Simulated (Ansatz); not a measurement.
# How the conductance of CoSi2/Si/NiSi2 changes with thickness, part 3 of 6

Wanted: T(E), the conductance and its decay constant for CoSi2/Si/NiSi2. The lower electrode is CoSi2 fluorite(111), the upper one NiSi2 fluorite(111); the barrier is Si diamond(111) (whole bilayers). In the first transport cell, after relaxation, the nearest pair of electrode and barrier is Si–Si at 2.38 Å, along the normal, at the lower face and Si–Si at 2.36 Å, along the normal, at the upper one. All share a net of side 3.79 Å, which strains the lower electrode by +0.0 %, the upper one by -1.3 % and the barrier by -2.0 %, against typed lattice constants near PBE's. The first steps treat the bulk electrodes alone.

Ansatz 0.2.0; PBE DFT, plane waves, PAW files (the session's first sound run).

So far. Step 4 (Relaxing the interfaces): The largest force component on a free atom ends at 0.039 eV/Å. The work functions of the outer faces are 5.22 and 5.43 eV.

### Step 5. Transmission over a wide range of energy

This step: PBE DFT, plane waves, PAW files; ballistic transmission by layer matching between semi-infinite leads (Ansatz 0.2.0).

System of this step: CoSi2/Si/NiSi2. The cell holds 57 atoms: 9 Co, 40 Si and 8 Ni. Cell: a = 3.790 Å, b = 3.790 Å, c = 77.021 Å, α = 90.0°, β = 90.0°, γ = 120.0°. Regions: left electrode, 26 atoms (9 Co and 17 Si); barrier, 6 atoms (6 Si); right electrode, 25 atoms (17 Si and 8 Ni). Vacuum lies along c.

The relaxed core is set between ideal electrode layers (this cell holds 6 atomic planes between the electrodes; where that differs from the relaxed slab, whole periods were copied in or cut out without a new relaxation), which the solver continues as semi-infinite leads. A wide energy window on a coarse mesh (12×12) shows where the Fermi level lies against the barrier's bands; the projected density of states shows how far the metals' states reach in.

Input file input.yaml:

```yaml
crystal:
  lattice:
    - [3.79, 0.0, 0.0]
    - [-1.895, 3.2822362803, 0.0]
    - [0.0, 0.0, 77.02061975]
  atoms:
    - { symbol: Co, position: [0.66666667, 0.33333333, 0.090884753] }
    - { symbol: Si, position: [0.0, 0.0, 0.1008953512] }
    - { symbol: Si, position: [0.66666667, 0.33333333, 0.1210145505] }
    - { symbol: Co, position: [0.0, 0.0, 0.1310251487] }
    - { symbol: Si, position: [0.33333333, 0.66666667, 0.141035747] }
    - { symbol: Si, position: [0.0, 0.0, 0.1611549462] }
    - { symbol: Co, position: [0.33333333, 0.66666667, 0.1711655445] }
    - { symbol: Si, position: [0.66666667, 0.33333333, 0.1811761427] }
    - { symbol: Si, position: [0.33333333, 0.66666667, 0.201295342] }
    - { symbol: Co, position: [0.66666667, 0.33333333, 0.2113059402] }
    - { symbol: Si, position: [0.0, 0.0, 0.2213165385] }
    - { symbol: Si, position: [0.66666667, 0.33333333, 0.2414357377] }
    - { symbol: Co, position: [0.0, 0.0, 0.251446336] }
    - { symbol: Si, position: [0.33333333, 0.66666667, 0.2614569342] }
    - { symbol: Si, position: [0.0, 0.0, 0.2815761335] }
    - { symbol: Co, position: [0.33333333, 0.66666667, 0.2915867317] }
    - { symbol: Si, position: [0.66666667, 0.33333333, 0.30159733] }
    - { symbol: Si, position: [0.33333333, 0.66666667, 0.3217165292] }
    - { symbol: Co, position: [0.66666667, 0.33333333, 0.3317271275] }
    - { symbol: Si, position: [0.0, 0.0, 0.3417377257] }
    - { symbol: Si, position: [0.66666667, 0.33333333, 0.3618569249] }
    - { symbol: Co, position: [0.0, 0.0, 0.3718675232] }
    - { symbol: Si, position: [0.33333333, 0.66666667, 0.3818781215] }
    - { symbol: Si, position: [0.0, 0.0, 0.4019973207] }
    - { symbol: Co, position: [0.33333333, 0.66666667, 0.412007919] }
    - { symbol: Si, position: [0.66666667, 0.33333333, 0.421722688] }
    - { symbol: Si, position: [0.66666667, 0.33333333, 0.4525854037] }
    - { symbol: Si, position: [0.0, 0.0, 0.4631330931] }
    - { symbol: Si, position: [0.0, 0.0, 0.4939305164] }
    - { symbol: Si, position: [0.33333333, 0.66666667, 0.5045580156] }
    - { symbol: Si, position: [0.33333333, 0.66666667, 0.535341419] }
    - { symbol: Si, position: [0.66666667, 0.33333333, 0.5460020708] }
    - { symbol: Si, position: [0.66666667, 0.33333333, 0.5766132821] }
    - { symbol: Ni, position: [0.0, 0.0, 0.5882822404] }
    - { symbol: Si, position: [0.33333333, 0.66666667, 0.5989823141] }
    - { symbol: Si, position: [0.0, 0.0, 0.6190238018] }
    - { symbol: Ni, position: [0.33333333, 0.66666667, 0.6297238755] }
    - { symbol: Si, position: [0.66666667, 0.33333333, 0.6404239491] }
    - { symbol: Si, position: [0.33333333, 0.66666667, 0.6604654369] }
    - { symbol: Ni, position: [0.66666667, 0.33333333, 0.6711655105] }
    - { symbol: Si, position: [0.0, 0.0, 0.6818655841] }
    - { symbol: Si, position: [0.66666667, 0.33333333, 0.7019070719] }
    - { symbol: Ni, position: [0.0, 0.0, 0.7126071455] }
    - { symbol: Si, position: [0.33333333, 0.66666667, 0.7233072191] }
    - { symbol: Si, position: [0.0, 0.0, 0.7433487069] }
    - { symbol: Ni, position: [0.33333333, 0.66666667, 0.7540487805] }
    - { symbol: Si, position: [0.66666667, 0.33333333, 0.7647488542] }
    - { symbol: Si, position: [0.33333333, 0.66666667, 0.7847903419] }
    - { symbol: Ni, position: [0.66666667, 0.33333333, 0.7954904156] }
    - { symbol: Si, position: [0.0, 0.0, 0.8061904892] }
    - { symbol: Si, position: [0.66666667, 0.33333333, 0.826231977] }
    - { symbol: Ni, position: [0.0, 0.0, 0.8369320506] }
    - { symbol: Si, position: [0.33333333, 0.66666667, 0.8476321242] }
    - { symbol: Si, position: [0.0, 0.0, 0.867673612] }
    - { symbol: Ni, position: [0.33333333, 0.66666667, 0.8783736856] }
    - { symbol: Si, position: [0.66666667, 0.33333333, 0.8890737592] }
    - { symbol: Si, position: [0.33333333, 0.66666667, 0.909115247] }
kpoints:
  mp_grid: { grid: [8, 8, 1] }
scf:
  occupations: { method: fermi_dirac, width: 0.1 }
  max_iter: 150
hamiltonian:
  xc: pbe
output:
  transmission:
    kmesh: [12, 12]
    e_range: [-2.5, 2.5]
    de: 0.1
    leads: [[11, 14], [43, 46]]
  dos: { projected: true, e_range: [-6, 5], de: 0.05 }
  write_potential: true
  write_density: true
  volumetric_format: npy
  elf: true
```

Run with:

```console
$ ansatz run input.yaml --threads 8 --pin off --max-ram 24576MiB --backend cpu --events-out ev --progress --plain --runs-dir out
```

Numbers of over 12 decimals in the logs are rounded to 6 here.

Output:

```text
[...]
Crystal: 57 atoms, lattice volume = 958.112 Å³
Basis set: ecut = 420 eV, 18749 PW (Γ)
Bands: 286, of which v1, the nominal top of the filled ones, is band 229 counted from 1 (228 counted from 0)
Symmetry: 6 space group operations
[...]
k-points: 10 of 64 (time reversal used)
[...]
SCF iter   1: F=—  HF=-118302.200985 eV  |F-HF|=—  |Δ(HF+E_count)|=         —  Δρ=1.11e-2  dr2=1.80e1  ethr=1.77e-3  ⟨swp⟩=8.9  Hψ=14686  notcnv=0  defer=122
[...]
SCF iter  12: F=-118302.002637 eV  HF=-118302.002637 eV  |F-HF|=2.48e-8  |Δ(HF+E_count)|=   5.33e-8  Δρ=1.92e-6  dr2=4.38e-8  ethr=2.19e-11  ⟨swp⟩=23.2  Hψ=12456  notcnv=0
SCF 1 converged in 12 iterations: F = -118302.002637 eV  dr2 = 4.38e-8
[...]
transmission: 140 of 1368 steps passed
transmission: 274 of 1368 steps passed
[...]
transmission: 1368 of 1368 steps passed
WARN: The output density's exchange-correlation potential varies sharply where the density is thin. Do not read a vacuum level from v_tot or v_xc, or from such a field of the output density. On a cell that repeats whose density bears no net charge and no dipole along the vacuum's axis use v_es (v_loc + v_h of the components); under efield.dipole_correction with no amplitude use v_es + v_field, which holds any externa [...]
SCF converged after 12 iterations
Free energy (F): -118302.002637 eV
[...]
Internal energy: -118301.353105 eV  (E = F + TS)
E sigma→0 (E₀):  -118301.677871 eV
Entropy (-TS):   -0.649531 eV (-11.395 meV/atom)
Fermi energy:    8.949426 eV
[...]
--- Band table (eV; the first three rows and the last of 10) ---
  k-point 0: bands = [... 225 lower, 10.2819, 10.3224, 10.4488, 10.4488, 10.5920, 10.6890, 10.6890, 10.8040, ... 53 higher]
  k-point 1: bands = [... 225 lower, 9.9090, 9.9553, 9.9571, 9.9946, 10.0445, 10.1939, 10.2253, 10.3958, ... 53 higher]
  k-point 2: bands = [... 225 lower, 9.0056, 9.1319, 9.1339, 9.2131, 9.2640, 9.4759, 9.4919, 9.6186, ... 53 higher]
  k-point 9: bands = [... 225 lower, 8.1064, 8.2317, 8.2848, 8.3505, 8.3943, 8.4290, 8.4582, 8.4745, ... 53 higher]
--- Transmission ---
  basis      : 109 plane waves across, 72 finite elements along
  points     : 19, standing for a mesh of 12 x 12
  energies   : 51 from -2.500000 to 2.500000 eV about the Fermi level, 0.100000 eV apart; the leads are filled to 0.000000 eV, and channels, transmission and decay are at 0.000000 eV
  crystal 0  : Si2Co1, at the sites [11, 14], period 3.0916 Å, over 25.76 Å; its Hamiltonian steps by up to 5.2 meV
    offset         : up to 0.0000 Å between an atom of the period and one for which it stands
    channels       : 1.270833e0 a spin
    conductance    : none, the energies end too early or step too widely for 300 K: set another output.transmission.e_range or a lower de, or, where they end at an eighth of basis.ecutwfc, a higher one
    slowest decay  : 0.1546 /Å at (0.4167, 0.0833)
  crystal 1  : Si2Ni1, at the sites [43, 46], period 3.1919 Å, over 25.53 Å; its Hamiltonian steps by up to 5.5 meV
[...]
channels       : 1.076389e0 a spin
[...]
slowest decay  : 0.0565 /Å at (0.2500, 0.1667)
  junction   : crystal 0 to crystal 1, 20.91 to 56.48 Å
    transmission   : 6.454491e-2 a spin
[...]
```

Wall time 3.6 min (8 threads of Arm Neoverse V2, shared host); peak memory 9.8 GiB; 26 min of CPU time.

The column dr2 measures how far the density is from self-consistency, as an energy; F and HF (Harris–Foulkes) agree once it is small.

This step gave:

| Item | Value |
| --- | --- |
| free energy | -118302.0026 eV |
| Fermi energy | 8.949 eV |
| level to which the leads are filled | 0 eV from the Fermi level |
| transmission at the Fermi level (a spin, zone mean) | 0.06454 |
| channels of the lower lead | 1.271 |
| channels of the upper lead | 1.076 |
| potential step in the lower lead | 5.2 meV |
| potential step in the upper lead | 5.5 meV |

One spin. Table of transmission, zone mean by energy, zero at the Fermi level:

energy (eV), transmission, zone mean and a bar:
```
    -2.50       0.21 #####
    -2.30       0.26 #######
    -2.20       0.27 #######
    -2.00       0.39 ###########
    -1.90       0.62 #################
    -1.80       0.29 ########
    -1.60       0.24 ######
    -1.50       0.17 ####
    -1.30       0.15 ###
    -1.10       0.09 ##
    -0.90       0.09 ##
    -0.80       0.07 #
    -0.60       0.05 
    -0.40       0.06 #
    -0.30       0.05 #
    -0.10       0.08 ##
     0.00       0.06 #
     0.10       0.12 ###
     0.30       0.06 #
     0.40       0.06 #
     0.60       0.07 #
     0.80       0.04 
     0.90       0.03 
     1.10       0.03 
     1.30       0.04 
     1.50       0.08 #
     1.60       0.07 #
     1.80       0.05 
     2.00       0.38 ##########
     2.20       0.72 ####################
     2.30       0.93 ##########################
     2.40       1.05 ##############################
     2.50       0.96 ###########################
```

One spin. The open channels, zone mean by energy, zero at the Fermi level:

| energy (eV) | lower lead | upper lead |
| --- | --- | --- |
| -2.50 | 1.15 | 1.59 |
| -2.30 | 1.35 | 1.80 |
| -2.00 | 1.49 | 1.80 |
| -1.80 | 2.04 | 1.76 |
| -1.50 | 1.19 | 1.49 |
| -1.30 | 1.51 | 1.36 |
| -1.10 | 1.76 | 1.15 |
| -0.80 | 1.59 | 0.938 |
| -0.60 | 1.88 | 0.812 |
| -0.40 | 1.73 | 0.604 |
| -0.10 | 1.35 | 0.993 |
| 0.00 | 1.27 | 1.08 |
| 0.10 | 1.23 | 1.12 |
| 0.40 | 1.02 | 1.58 |
| 0.60 | 0.896 | 1.70 |
| 0.80 | 0.694 | 1.76 |
| 1.10 | 0.556 | 1.92 |
| 1.30 | 0.639 | 1.67 |
| 1.50 | 0.514 | 1.28 |
| 1.80 | 0.882 | 0.896 |
| 2.00 | 1.30 | 1.87 |
| 2.30 | 1.84 | 2.83 |
| 2.50 | 1.80 | 2.75 |

Transmission over k1 and k2. At 0.0000 eV from the Fermi level.

Ten even steps from '_' (0.000) to '@' (0.590):
```
________________________
______..__..____________
____..--....--..________
______..==__==..________
____....__@@@@__....____
______--==@@__@@==--____
______....__@@@@__....__
__________..==__==..____
__________..--....--..__
______________..__..____
________________________
________________________
```
Columns: k1 (b1) from -0.5 to 0.417; rows upwards: k2 (b2) from -0.5 to 0.417.

Open channels of the lower lead over k1 and k2. At 0.0000 eV from the Fermi level.

Values, 12 rows by 12 columns:
```
0.00 1.00 1.00 1.00 1.00 1.00 1.00 0.00 0.00 0.00 0.00 0.00
1.00 1.00 2.00 2.00 1.00 2.00 2.00 1.00 1.00 0.00 0.00 0.00
1.00 1.00 2.00 2.00 2.00 2.00 2.00 2.00 1.00 1.00 0.00 0.00
1.00 1.00 1.00 2.00 3.00 3.00 3.00 2.00 1.00 1.00 1.00 0.00
0.00 1.00 2.00 2.00 3.00 3.00 3.00 3.00 2.00 2.00 1.00 0.00
0.00 1.00 2.00 2.00 3.00 3.00 3.00 3.00 3.00 2.00 2.00 1.00
0.00 0.00 1.00 2.00 2.00 3.00 3.00 3.00 3.00 2.00 2.00 1.00
1.00 0.00 1.00 1.00 1.00 2.00 3.00 3.00 3.00 2.00 1.00 1.00
1.00 0.00 0.00 1.00 1.00 2.00 2.00 2.00 2.00 2.00 2.00 1.00
1.00 0.00 0.00 0.00 1.00 1.00 2.00 2.00 1.00 2.00 2.00 1.00
0.00 0.00 0.00 0.00 0.00 0.00 1.00 1.00 1.00 1.00 1.00 1.00
0.00 0.00 1.00 1.00 1.00 0.00 0.00 0.00 1.00 1.00 1.00 0.00
```
Columns: k1 (b1) from -0.5 to 0.417; rows upwards: k2 (b2) from -0.5 to 0.417.

Open channels of the upper lead over k1 and k2. At 0.0000 eV from the Fermi level.

Ten even steps from '0' (0.00) to '9' (3.00):
```
333003333003
333333333000
003966930000
303693963033
333636636333
333996669933
333363663633
333036939630
000003966930
300033333333
330033330033
333033333033
```
Columns: k1 (b1) from -0.5 to 0.417; rows upwards: k2 (b2) from -0.5 to 0.417.

Projected DOS an atom over height of the atomic layer and energy from the Fermi level. Layers: Co Si Si Co Si Si Co Si Si Co Si Si Co Si Si Co Si Si Co Si Si Co Si Si Co Si Si Si Si Si Si Si Si Ni Si Si Ni Si Si Ni Si Si Ni Si Si Ni Si Si Ni Si Si Ni Si Si Ni Si Si; projections on atoms miss part of the total, and the computed bands can run out at the top of the range; a column is the mean of 4 neighbouring layers, the last of those left over.

Values in states/eV, 22 rows by 15 columns, each cell a mean:
```
0.15 0.19 0.18 0.15 0.17 0.16 0.18 0.17 0.19 0.13 0.17 0.17 0.16 0.19 0.25
0.31 0.39 0.38 0.34 0.37 0.39 0.38 0.37 0.34 0.28 0.32 0.31 0.27 0.31 0.41
0.26 0.46 0.58 0.61 0.61 0.56 0.53 0.57 0.39 0.31 0.37 0.37 0.32 0.38 0.60
0.43 0.35 0.23 0.23 0.21 0.27 0.48 0.65 0.44 0.33 0.37 0.37 0.30 0.39 0.67
0.44 0.41 0.39 0.32 0.35 0.37 0.42 0.55 0.48 0.42 0.42 0.42 0.38 0.43 0.67
0.62 0.50 0.56 0.60 0.60 0.55 0.49 0.54 0.38 0.44 0.55 0.53 0.48 0.40 0.66
0.38 0.31 0.30 0.34 0.29 0.26 0.31 0.34 0.30 0.23 0.25 0.27 0.27 0.36 0.67
0.34 0.12 0.10 0.11 0.12 0.11 0.18 0.25 0.40 0.37 0.38 0.38 0.33 0.40 0.68
0.31 0.14 0.14 0.14 0.15 0.16 0.16 0.10 0.32 0.39 0.44 0.43 0.39 0.31 0.40
0.48 0.23 0.24 0.27 0.24 0.31 0.33 0.07 0.23 0.30 0.29 0.30 0.32 0.28 0.57
0.98 0.49 0.46 0.56 0.44 0.44 0.50 0.11 0.23 0.21 0.22 0.22 0.20 0.17 0.37
1.79 0.67 0.72 1.02 0.72 0.58 0.82 0.23 0.48 0.22 0.18 0.18 0.16 0.23 0.47
2.00 0.84 0.82 1.41 0.79 0.81 1.25 0.38 0.56 0.31 0.28 0.30 0.34 0.47 1.17
1.65 1.25 1.23 2.28 1.26 1.26 1.25 0.56 0.73 0.51 0.45 0.43 0.48 0.60 0.83
0.85 0.65 0.67 1.09 0.68 0.68 0.85 0.73 1.20 0.80 0.61 0.64 0.82 0.65 0.60
0.83 0.54 0.52 0.75 0.51 0.53 0.73 0.67 1.39 1.26 0.70 0.69 1.09 0.75 0.50
0.79 0.50 0.52 0.64 0.53 0.53 0.65 0.61 0.86 2.73 1.42 1.41 2.65 1.42 0.47
0.77 0.93 0.97 1.10 0.95 0.98 0.65 0.55 0.61 1.38 0.93 0.93 1.62 0.86 0.24
0.38 0.59 0.58 0.65 0.60 0.60 0.40 0.36 0.72 0.94 0.64 0.65 0.91 0.70 0.19
0.27 0.42 0.44 0.40 0.44 0.41 0.26 0.19 0.61 1.31 0.98 0.98 1.27 0.84 0.17
0.19 0.28 0.26 0.23 0.26 0.30 0.19 0.16 0.33 0.74 0.72 0.70 0.84 0.53 0.17
0.18 0.29 0.27 0.25 0.27 0.28 0.21 0.24 0.26 0.38 0.40 0.40 0.39 0.34 0.20
```
Columns: height of the atomic layer (Å) from 8.55 to 70.0 (not evenly spaced); rows upwards: energy from the Fermi level (eV) from -6 to 5.

ELF in the ca plane at fractional y = 0.000, with atoms of Si and Co and Ni within 0.2 Å of it. It is the smooth field of the valence electrons, not physical close to the nuclei.

Ten even steps from '0' (0.00) to '9' (0.95), each cell a mean:
```
00000000000000013577532662388426732344100002
00000000000000012467765653233235655665210113
00000000000000011245765554333345556665432334
00000000000000001112344345555554344445555555
00000000000000000111123334566643333234666666
00000000000000001111233334566643333335666666
00000000000000001234555445544454445555544445
00000000000000012357775554222235656765321124
00000000000000012577643663256325733464200012
00000000000000013576443662499526733233100002
```
Columns run along c (16.0 Å, from fractional 0.00 to 0.21 of the cell), rows up along a (3.8 Å). Atoms in or near the plane, at fractional coordinates: Si at (0.10, 0.00), Co at (0.13, 0.00), Si at (0.16, 0.00).

Electrostatic potential energy in the ca plane at fractional y = 0.000, with atoms of Si and Co and Ni within 0.2 Å of it. With pseudopotentials it is smooth inside the atoms' cores, unlike the true potential.

Values in eV, 6 rows by 16 columns, each cell a mean:
```
 13  13  13  13  13  13  10 -26 -16 -12 -31   0 -35  -1  12  11
 13  13  13  13  13  13  11   4   6   7   3   8   2   8  10  10
 13  13  13  13  13  13  10   9  10   6   7   8  10   6   7   6
 13  13  13  13  13  13  10   9  10   7   7   8   9   7   8   7
 13  13  13  13  13  13  11  -3   1   3  -5   7  -7   6  11  10
 13  13  13  13  13  13  10 -32 -22 -18 -38  -4 -43  -4  12  11
```
Columns run along c (16.0 Å, from fractional 0.00 to 0.21 of the cell; values clipped at the 3rd and 97th percentile), rows up along a (3.8 Å). Atoms in or near the plane, at fractional coordinates: Si at (0.10, 0.00), Co at (0.13, 0.00), Si at (0.16, 0.00).

Valence density in the ca plane at fractional y = 0.000, with atoms of Si and Co and Ni within 0.2 Å of it. It is the smooth field of the valence electrons, not physical close to the nuclei.

Ten steps, logarithmic in the rise over the least value, from '0' (0 e/Å³) to '9' (36 e/Å³), each cell a mean:
```
00000000000000000001101112488521110111000000
00000000000000000001111111244311111111000000
00000000000000000001111111111111111111100001
00000000000000000001110001111110001111111111
00000000000000000001100001111110001111111111
00000000000000000001100001111110001111111111
00000000000000000001111011111111111111110011
00000000000000000001111111122211111111000000
00000000000000000001111111366421111111000000
00000000000000000011100112599621100011000000
```
Columns run along c (16.0 Å, from fractional 0.00 to 0.21 of the cell), rows up along a (3.8 Å). Atoms in or near the plane, at fractional coordinates: Si at (0.10, 0.00), Co at (0.13, 0.00), Si at (0.16, 0.00).

At the Fermi level the transmission is 0.065, as a zone mean for one spin on this coarse mesh. At the Fermi level the layers of this cell's barrier hold from 0.056 to 0.13 states an eV and atom: none is empty there, through tails of the electrodes' states or through bands of its own. In the worse lead the potential repeats within 5.5 meV, which the program lets pass.

(Part 3 of 6 ends here.)

[Logs are printed without paths, hosts, clocks, repeated set-up lines and the standing remarks that a program may print on its own settings, such as how far it seeks lower states.]

[Hosts, paths, dates, database ids (printed as entryN), source tags and the programs' standing remarks are cut or masked in the printed files.]
